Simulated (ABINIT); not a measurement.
# GaAs (F-43m) in ABINIT: settings compared

The runs below take GaAs through single point, relaxation of cell and atoms, with PBE, PBEsol, LDA.

All numbers are computed with ABINIT 10.8.3 (patched build); they aren't measurements. Logs are shortened: lines on timing, memory, paths and dates and some standing lists are left out, and cuts for length are marked. The log counts tension as positive stress, the text compression.

**What was measured.**

“Evidence of valence band perturbations in GaAsN/GaAs(001): A combined variable-angle spectroscopic ellipsometry and modulated photoreflectance investigation”, 2008, arxiv:0805.2212 reports, for a bulk crystal of GaAs at 300 K: band gap 1.418 ± 0.005 eV (direct).

How close the calculation comes is told below.

**1. The crystal as given**

Symmetry: F-43m, No. 216, cubic system. The conventional cell has a = 5.654 Å, b = 5.654 Å, c = 5.654 Å, α = 90.00°, β = 90.00°, γ = 90.00°. As (site symmetry -43m) is surrounded by 4 Ga at 2.45 Å. Ga (site symmetry -43m) is surrounded by 4 As at 2.45 Å.

**2. Single point, PBE**

Contents of run.abi:

```
pp_dirpath "./"
pseudos "As.upf, Ga.upf"

acell 7.55468967 7.55468967 7.55468967
rprim
     0.0000000000     0.7071067812     0.7071067812
     0.7071067812     0.0000000000     0.7071067812
     0.7071067812     0.7071067812     0.0000000000
ntypat 2
znucl 33 31
natom 2
typat 1 2
xred
     0.7500000000     0.7500000000     0.7500000000
     0.0000000000     0.0000000000     0.0000000000

ecut 38.0

kptopt 1
ngkpt 6 6 6
nshiftk 1
shiftk 0.0 0.0 0.0

ixc 11

nband 18
occopt 3
tsmear 0.05 eV

nstep 100
tolvrs 1.0e-10

iomode 3
prtwf 0
prtden 0
prteig 0
prtebands 0
```

Potentials or basis: PseudoDojo NC SR PBE v0.4.1 standard.

The run is started by

```bash
> abinit run.abi > log 2>&1
```

run.abo:

```text
.Version 10.8.3 of ABINIT
 Symmetries : space group F-4 3 m (#216); Bravais cF (face-center cubic)
================================================================================
 Values of the parameters that define the memory need of the present run
     intxc =       0    ionmov =       0      iscf =       7    lmnmax =       6
     lnmax =       6     mgfft =      45  mpssoang =       3    mqgrid =    3001
     natom =       2  nloc_mem =       1    nspden =       1   nspinor =       1
    nsppol =       1      nsym =      24    n1xccc =    2501    ntypat =       2
    occopt =       3   xclevel =       2
       mpw =        3428          nfft =       91125          nkpt =          16
================================================================================
================================================================================

--------------------------------------------------------------------------------
------------- Echo of variables that govern the present computation ------------
--------------------------------------------------------------------------------
 -outvars: echo values of preprocessed input variables --------
            acell      7.5546896700E+00  7.5546896700E+00  7.5546896700E+00 Bohr
              amu      7.49215900E+01  6.97230000E+01
             ecut      3.80000000E+01 Hartree
              ixc          11
         kptrlatt        6    0    0      0    6    0      0    0    6
          kptrlen      4.53281380E+01
            natom           2
            nband          18
            ngfft          45      45      45
             nkpt          16
            nstep         100
             nsym          24
           ntypat           2
           occopt           3
           prtden           0
        prtebands           0
           prteig           0
            prtwf           0
            rprim      0.0000000000E+00  7.0710678120E-01  7.0710678120E-01
                       7.0710678120E-01  0.0000000000E+00  7.0710678120E-01
                       7.0710678120E-01  7.0710678120E-01  0.0000000000E+00
          spgroup         216
           tolvrs      1.00000000E-10
           tsmear      1.83746611E-03 Hartree
            typat      1  2
           xangst      4.2402749972E+00  4.2402749972E+00  4.2402749972E+00
                       0.0000000000E+00  0.0000000000E+00  0.0000000000E+00
            xcart      8.0129584433E+00  8.0129584433E+00  8.0129584433E+00
                       0.0000000000E+00  0.0000000000E+00  0.0000000000E+00
             xred      7.5000000000E-01  7.5000000000E-01  7.5000000000E-01
                       0.0000000000E+00  0.0000000000E+00  0.0000000000E+00
            znucl       33.00000   31.00000

================================================================================

 chkinp: Checking input parameters for consistency.

================================================================================
== DATASET  1 ==================================================================

[... 98 lines left out ...]

 ----iterations are completed or convergence reached----

 Mean square residual over all n,k,spin=   19.449E-09; max=  48.767E-07
 reduced coordinates (array xred) for    2 atoms
       0.750000000000      0.750000000000      0.750000000000
       0.000000000000      0.000000000000      0.000000000000
 rms dE/dt=  6.0928E-27; max dE/dt=  8.6165E-27; dE/dt below (all hartree)
    1       0.000000000000      0.000000000000      0.000000000000
    2      -0.000000000000     -0.000000000000      0.000000000000

 cartesian coordinates (angstrom) at end:
    1      4.24027499721878     4.24027499721878     4.24027499721878
    2      0.00000000000000     0.00000000000000     0.00000000000000

 cartesian forces (hartree/bohr) at end:
    1      0.00000000000000     0.00000000000000    -0.00000000000000
    2     -0.00000000000000    -0.00000000000000     0.00000000000000
 frms,max,avg= 7.7215272E-28 1.2097308E-27   0.000E+00  0.000E+00  0.000E+00 h/b

 cartesian forces (eV/Angstrom) at end:
    1      0.00000000000000     0.00000000000000    -0.00000000000000
    2     -0.00000000000000    -0.00000000000000     0.00000000000000
 frms,max,avg= 3.9705689E-26 6.2206860E-26   0.000E+00  0.000E+00  0.000E+00 e/A
 length scales=  7.554689670000  7.554689670000  7.554689670000 bohr
              =  3.997769606096  3.997769606096  3.997769606096 angstroms
 Fermi (or HOMO) energy (hartree) =   0.15833   Average Vxc (hartree)=  -0.36647
 Eigenvalues (hartree) for nkpt=  16  k points:
 kpt#   1, nband= 18, wtk=  0.00463, kpt=  0.0000  0.0000  0.0000 (reduced coord)
  -1.14602   -1.14602   -1.14602   -1.14567   -1.14567   -0.39689   -0.39689   -0.39689
  -0.39405   -0.39405   -0.31984    0.14787    0.14787    0.14787    0.16675    0.28527
   0.28527    0.28527
      occupation numbers for kpt#   1
   2.00000    2.00000    2.00000    2.00000    2.00000    2.00000    2.00000    2.00000
   2.00000    2.00000    2.00000    1.99327    1.99327    1.99327    0.02024    0.00000
   0.00000    0.00000
 prteigrs : prtvol=0 or 1, do not print more k-points.

--- !EnergyTerms
iteration_state     : {dtset: 1, }
comment             : Components of total free energy in Hartree
kinetic             :  1.38903076991774E+02
hartree             :  5.73663936494890E+01
xc                  : -4.47211869127421E+01
Ewald energy        : -9.91764168867730E+01
psp_core            :  4.92280305427674E+00
local_psp           : -1.49386528250267E+02
non_local_psp       : -9.04714209580781E+01
internal            : -1.82563279312321E+02
'-kT*entropy'       : -2.11926139885673E-06
total_energy        : -1.82563281431582E+02
total_energy_eV     : -4.96779996536851E+03
band_energy         : -1.57866168185404E+01
...

 Cartesian components of stress tensor (hartree/bohr^3)
  sigma(1 1)= -8.04430219E-05  sigma(3 2)=  0.00000000E+00
  sigma(2 2)= -8.04430219E-05  sigma(3 1)=  0.00000000E+00
  sigma(3 3)= -8.04430219E-05  sigma(2 1)=  0.00000000E+00

-Cartesian components of stress tensor (GPa)         [Pressure=  2.3667E+00 GPa]
- sigma(1 1)= -2.36671541E+00  sigma(3 2)=  0.00000000E+00
- sigma(2 2)= -2.36671541E+00  sigma(3 1)=  0.00000000E+00
- sigma(3 3)= -2.36671541E+00  sigma(2 1)=  0.00000000E+00

== END DATASET(S) ==============================================================
================================================================================

 -outvars: echo values of variables after computation  --------
            acell      7.5546896700E+00  7.5546896700E+00  7.5546896700E+00 Bohr
           etotal     -1.8256328143E+02
            fcart      4.0324360730E-28  4.0324360730E-28 -1.2097308219E-27
                      -4.0324360730E-28 -4.0324360730E-28  1.2097308219E-27
            rprim      0.0000000000E+00  7.0710678120E-01  7.0710678120E-01
                       7.0710678120E-01  0.0000000000E+00  7.0710678120E-01
                       7.0710678120E-01  7.0710678120E-01  0.0000000000E+00
           strten     -8.0443021863E-05 -8.0443021863E-05 -8.0443021863E-05
                       0.0000000000E+00  0.0000000000E+00  0.0000000000E+00
           xangst      4.2402749972E+00  4.2402749972E+00  4.2402749972E+00
                       0.0000000000E+00  0.0000000000E+00  0.0000000000E+00
             xred      7.5000000000E-01  7.5000000000E-01  7.5000000000E-01
                       0.0000000000E+00  0.0000000000E+00  0.0000000000E+00
 Calculation completed.
```

It took 38 s on 1 thread of Arm Neoverse V2, shared host; peak memory 0.09 GiB.

What came out:

```
Free energy                                           : -4967.8000 eV
Band gap on the k mesh                                : 0.51 eV, direct
Valence electrons inside the program's atomic spheres : As 12.37; Ga 10.82
```

Caveat: the cutoff is too short for stress, so the log's stress isn't used.

**3. Relaxation of cell and atoms, PBEsol**

Contents of run.abi:

```
# Pseudopotentials
pp_dirpath "./"
pseudos "As.upf, Ga.upf"

# Structure
acell 3.9977696088 3.9977696088 3.9977696088 Angstrom
rprim
     0.0000000000     0.7071067812     0.7071067812
     0.7071067812     0.0000000000     0.7071067812
     0.7071067812     0.7071067812     0.0000000000
ntypat 2
znucl 33 31
natom 2
typat 1 2
chkprim 0
chksymtnons 0
tolsym 1.0e-6
xred
            3/4            3/4            3/4
            0.0            0.0            0.0

# Plane-wave basis
ecut 42.0
ecutsm 0.5

# k points
kptopt 1
ngkpt 6 6 6
nshiftk 1
shiftk 0.0 0.0 0.0

# Exchange and correlation
ixc -116133

# Bands and occupations
nband 18
occopt 3
tsmear 0.00183747

# SCF cycle
nstep 80
tolvrs 1.0e-12

# Output
iomode 3
prteig 0
prtebands 0
prtwf 0
prtden 0

# Relaxation
ionmov 2
optcell 2
ntime 50
tolmxf 2.0e-5
dilatmx 1.08
```

Potentials or basis: PseudoDojo NC SR PBEsol v0.4.1 standard.

The run is started by

```bash
> mpirun --bind-to none -np 4 abinit run.abi > log 2>&1
```

Wall time 39 s (4 MPI ranks of Arm Neoverse V2, shared host); peak memory 0.36 GiB.

Results (log left out):

* Free energy: -4960.8140 eV
* Relaxed volume: 22.67 Å³/atom
* Relaxed cell: a = 4.003 Å, b = 4.003 Å, c = 4.003 Å, α = 60.00°, β = 60.00°, γ = 60.00°
* Space group after relaxing (to 0.05 Å): F-43m (No. 216)
* Energy gained by relaxing: 0.1 meV/atom
* Ionic steps: 3
* Pressure after relaxing: 0.0 GPa
* Band gap on the k mesh: 0.41 eV, direct

Step by step:
| step | energy change (eV) | largest force (eV/Å) | pressure (GPa) | volume (Å³) |
| --- | --- | --- | --- | --- |
| 1 | 0.0000 | 0.0000 | 0.26 | 45.18 |
| 2 | -0.0001 | 0.0000 | 0.21 | 45.22 |
| 3 | -0.0001 | 0.0000 | 0.00 | 45.35 |

Final structure:
```
As Ga
1.0
     0.00000    2.83040    2.83040
     2.83040    0.00000    2.83040
     2.83040    2.83040    0.00000
As Ga
1 1
Direct
  0.75000 0.75000 0.75000
  0.00000 0.00000 0.00000
```

**4. Single point, PBEsol (cell relaxed)**

Contents of run.abi:

```
# Pseudopotentials
pp_dirpath "./"
pseudos "As.upf, Ga.upf"

# Structure
acell 3*1.0 Angstrom
rprim
     0.0000000000     2.8303955100     2.8303955100
     2.8303955100     0.0000000000     2.8303955100
     2.8303955100     2.8303955100     0.0000000000
ntypat 2
znucl 33 31
natom 2
typat 1 2
xred
     0.7500000000     0.7500000000     0.7500000000
     0.0000000000     0.0000000000     0.0000000000
chkprim 0
chksymtnons 0
tolsym 1.0e-6

# Plane-wave basis
ecut 42.0

# k points
kptopt 1
ngkpt 6 6 6
nshiftk 1
shiftk 0.0 0.0 0.0

# Exchange and correlation
ixc -116133

# Bands and occupations
nband 18
occopt 3
tsmear 0.05 eV

# SCF cycle
nstep 100
tolvrs 1.0e-10

# Output
iomode 3
prtwf 0
prteig 0
prtebands 0
enunit 2
prtden 1
prtvha 1
prtvclmb 1
prtpot 1
prtelf 1
```

The run is started by

```bash
> mpirun --bind-to none -np 4 abinit run.abi > log 2>&1
```

Wall time 14 s (4 MPI ranks of Arm Neoverse V2, shared host); peak memory 0.36 GiB.

Results (log left out):

```
Free energy                                           : -4960.8140 eV
Pressure                                              : 0.0 GPa
Band gap on the k mesh                                : 0.41 eV, direct
Valence electrons inside the program's atomic spheres : As 12.38; Ga 10.82
```

Levels at points of the mesh, in eV from the valence-band top:
```
           k point  band 10  band 11  band 12  band 13  band 14  band 15  band 16  band 17  band 18
(0.00, 0.00, 0.00)   -14.73   -12.73     0.00     0.00     0.00     0.41     3.70     3.70     3.70
(0.50, 0.00, 0.00)   -14.73   -10.97    -6.65    -1.14    -1.14     0.92     4.59     4.59     7.59
(0.50, 0.50, 0.00)   -14.72   -10.23    -6.83    -2.68    -2.68     1.36     1.58    10.10    10.10
```

**5. Single point, LDA**

Contents of run.abi:

```
pp_dirpath "./"
pseudos "As.upf, Ga.upf"

acell 7.55468967 7.55468967 7.55468967
rprim
     0.0000000000     0.7071067812     0.7071067812
     0.7071067812     0.0000000000     0.7071067812
     0.7071067812     0.7071067812     0.0000000000
ntypat 2
znucl 33 31
natom 2
typat 1 2
xred
     0.7500000000     0.7500000000     0.7500000000
     0.0000000000     0.0000000000     0.0000000000

ecut 979.609905 eV

kptopt 1
ngkpt 6 6 6
nshiftk 1
shiftk 0.0 0.0 0.0

ixc 7

nband 18
occopt 3
tsmear 0.00183747

nstep 100
tolvrs 1.0e-10

iomode 3
prtwf 0
prtden 0
prteig 0
prtebands 0
enunit 1
```

Potentials or basis: PseudoDojo NC SR LDA v0.4.1 standard.

The run is started by

```bash
> mpirun --bind-to none -np 4 abinit run.abi > log 2>&1
```

It took 12 s on 4 MPI ranks of Arm Neoverse V1, shared host; peak memory 0.28 GiB.

Results (log left out):

- Free energy: -4962.2347 eV
- Band gap on the k mesh: 0.28 eV, direct
- Valence electrons inside the program's atomic spheres: As 12.39; Ga 10.84

Levels at points of the mesh, in eV from the valence-band top:
```csv
k point,band 10,band 11,band 12,band 13,band 14,band 15,band 16,band 17,band 18
"(0.00, 0.00, 0.00)",-14.84,-12.79,0.00,0.00,0.00,0.28,3.69,3.69,3.69
"(0.50, 0.00, 0.00)",-14.84,-11.03,-6.70,-1.14,-1.14,0.84,4.60,4.60,7.58
"(0.50, 0.50, 0.00)",-14.83,-10.29,-6.88,-2.69,-2.69,1.35,1.56,10.04,10.04
```

Caveat: the cutoff is too short for stress, so the log's stress isn't used.

**6. Summary**

```csv
task,level,potentials or basis,cell,cutoff (eV),cell freedom (optcell),optimiser (ionmov),cutoff smearing ecutsm (Ha),force stop (Ha/bohr),gap on the mesh (eV),pressure (GPa)
single point,PBE,PseudoDojo NC SR PBE v0.4.1 standard,as given,1034,-,-,-,-,0.51,-
relaxation of cell and atoms,PBEsol,PseudoDojo NC SR PBEsol v0.4.1 standard,relaxed,1143,2,2,0.5,2e-05,0.41,0.0
single point,PBEsol,PseudoDojo NC SR PBEsol v0.4.1 standard,cell relaxed,1143,-,-,-,-,0.41,0.0
single point,LDA,PseudoDojo NC SR LDA v0.4.1 standard,as given,980,-,-,-,-,0.28,-
```

Alike in all rows: no spin polarisation; k mesh 6 × 6 × 6; smearing fermi-dirac 0.05 eV.

Absolute energies hang on the potentials; compare differences alone.

**7. Against experiment**

Step 2. Against the measured gap of GaAs, 1.418 eV (direct; 300 K; “Evidence of valence band perturbations in GaAsN/GaAs(001): A combined variable-angle spectroscopic ellipsometry and modulated photoreflectance investigation”, 2008, arxiv:0805.2212), the calculated 0.51 eV is off by -0.90 eV. 3 values of this kind are on record (1.412 to 1.51 eV); this one was drawn at random among those near their median, those with a stated uncertainty first. Spin-orbit coupling on As, Ga is left out. The value is that of PBE on a finite k mesh, which can miss the band edges, without temperature or zero-point motion. Semilocal functionals fall short of measured gaps as a rule.

Step 5. Measured gap of GaAs: 1.418 eV (direct; 300 K; “Evidence of valence band perturbations in GaAsN/GaAs(001): A combined variable-angle spectroscopic ellipsometry and modulated photoreflectance investigation”, 2008, arxiv:0805.2212). This calculation gives 0.28 eV (-1.14 eV). So large a miss can be the level of theory's own, or it may mean another phase, state or a wrong row. 3 values of this kind are on record (1.412 to 1.51 eV); this one was drawn at random among those near their median, those with a stated uncertainty first. Spin-orbit coupling on As, Ga is left out. The value is that of LDA, without temperature or zero-point motion. Semilocal functionals fall short of measured gaps as a rule.
